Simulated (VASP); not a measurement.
# VASP 6.6.1 run: MgS

INCAR

```
EDIFFG = -5E-3
PREC = Accurate
ISMEAR = -1
ISPIN = 2
ISIF = 3
NSW = 40
SIGMA = 0.02
NELM = 59
LWAVE = .FALSE.
NBANDS = 11
LCHARG = .FALSE.
LREAL = .FALSE.
MAGMOM = 3 -3
EDIFF = 1E-7
ENCUT = 600
GGA = CA
IBRION = 2
LASPH = .TRUE.
```

KPOINTS

```
KPOINTS created by Atomic Simulation Environment
0
Monkhorst-Pack
8 8 8
0 0 0
```

POSCAR

```
Mg S
 1.0000000000000000
    -0.0000000000000000    2.6148134565394967    2.6148134565394967
     2.6148134565394967   -0.0000000000000000    2.6148134565394967
     2.6148134565394967    2.6148134565394967   -0.0000000000000000
 Mg  S
   1   1
Cartesian
  0.0000000000000000  0.0000000000000000  0.0000000000000000
  2.6148134565394967  2.6148134565394967  2.6148134565394967
```

The recommended LDA PAW datasets give the neutral cell 8 valence electrons.

Command

```
mpirun -np 1 vasp_std
```

OSZICAR

```
N       E                     dE             d eps       ncg     rms          rms(c)
DAV:   1     0.244355594910E+02    0.24436E+02   -0.38565E+03  2696   0.668E+02
DAV:   2    -0.686266308014E+01   -0.31298E+02   -0.29626E+02  3281   0.104E+02
DAV:   3    -0.843627531933E+01   -0.15736E+01   -0.15707E+01  3291   0.246E+01
DAV:   4    -0.844571002696E+01   -0.94347E-02   -0.94337E-02  3121   0.226E+00
DAV:   5    -0.844578747421E+01   -0.77447E-04   -0.77447E-04  3312   0.205E-01    0.826E+00
DAV:   6    -0.959699502217E+01   -0.11512E+01   -0.39754E+00  3135   0.704E+00    0.381E+00
DAV:   7    -0.956920697257E+01    0.27788E-01   -0.22352E-01  3027   0.231E+00    0.244E+00
DAV:   8    -0.956383137466E+01    0.53756E-02   -0.19935E-02  3136   0.782E-01    0.986E-01
DAV:   9    -0.955972713931E+01    0.41042E-02   -0.27852E-03  2928   0.386E-01    0.597E-01
DAV:  10    -0.955752307789E+01    0.22041E-02   -0.36100E-04  3091   0.115E-01    0.121E-01
...
   2 F= -.95914103E+01 E0= -.95914103E+01  d E =-.339541E-01  mag=     0.0000
       N       E                     dE             d eps       ncg     rms          rms(c)
DAV:   1    -0.959874858307E+01   -0.73382E-02   -0.10303E-01  2802   0.162E+00    0.580E-01
DAV:   2    -0.959374152734E+01    0.50071E-02   -0.12860E-02  2799   0.496E-01    0.195E-01
DAV:   3    -0.959324137649E+01    0.50015E-03   -0.28513E-03  3096   0.247E-01    0.136E-01
DAV:   4    -0.959323096558E+01    0.10411E-04   -0.23298E-05  2919   0.324E-02    0.117E-01
DAV:   5    -0.959320986063E+01    0.21105E-04   -0.10893E-05  3012   0.179E-02    0.146E-02
DAV:   6    -0.959320962250E+01    0.23814E-06   -0.25322E-07  3003   0.324E-03    0.836E-03
DAV:   7    -0.959320958798E+01    0.34519E-07   -0.18089E-08  1518   0.771E-04
   3 F= -.95932096E+01 E0= -.95932096E+01  d E =-.357533E-01  mag=     0.0000
```

```json
{"ionic step": "1", "ΔE (meV/atom)": "0.0", "volume (Å³)": "35.76", "largest force (eV/Å)": "0.000", "pressure (GPa)": "-4.83", "electronic steps": "14"}
{"ionic step": "2", "ΔE (meV/atom)": "-17.0", "volume (Å³)": "33.04", "largest force (eV/Å)": "0.000", "pressure (GPa)": "1.24", "electronic steps": "9"}
{"ionic step": "3", "ΔE (meV/atom)": "-17.9", "volume (Å³)": "33.51", "largest force (eV/Å)": "0.000", "pressure (GPa)": "0.00", "electronic steps": "7"}
```

It converged. Results: relaxed cell vector lengths 3.619, 3.619, 3.619 Å; relaxed cell volume 33.51 Å³; magnetic moment of the cell 0.00 μB.

The shifted mesh misses Γ, so a band edge there is missed.

For comparison, a separate LDA relaxation on usual settings, not on those above, ends at 33.51 Å³.

The run above took about 2.1 min on one core of a shared host (Intel Xeon Platinum 8488C) and held 0.2 GiB at most.
